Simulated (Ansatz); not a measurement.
Computed with Ansatz, DFT PBE, scalar-relativistic, plane waves, PAW. Cutoff 420 eV, Γ-centred meshes of about 0.25 Å⁻¹ or finer for metals and 0.3 Å⁻¹ for insulators (2π included), Gaussian smearing. No spin polarisation.

This relaxed Al2Cu cell comes from a structure search over trial cells.

```
Al Cu
1.0
     0.00000    2.89155    2.89155
     2.89155    0.00000    2.89155
     2.89155    2.89155    0.00000
Al Cu
2 1
Direct
  0.25000 0.25000 0.25000
  0.75000 0.75000 0.75000
  0.50000 0.50000 0.50000
```

**Question.** Is this structure dynamically stable?

**Answer.** As far as tested, yes. The phonons on a 4×4×4 q mesh of the computed 3-atom cell show no imaginary mode. (Phonon run: 12×12×12 k mesh, Gaussian smearing of 0.10 eV.) After random moves of the atoms it relaxes back. The optical modes at Γ run from 257 to 270 cm⁻¹, and the highest mode on the mesh lies at 314 cm⁻¹. The cell is of the fluorite type. Al has 4 Cu at 2.50 Å and 6 Al at 2.89 Å; Cu has 8 Al at 2.50 Å. The phonon run warned that its eigensolver hadn't fully converged.

Phonons of metals hang on the k mesh and the smearing.
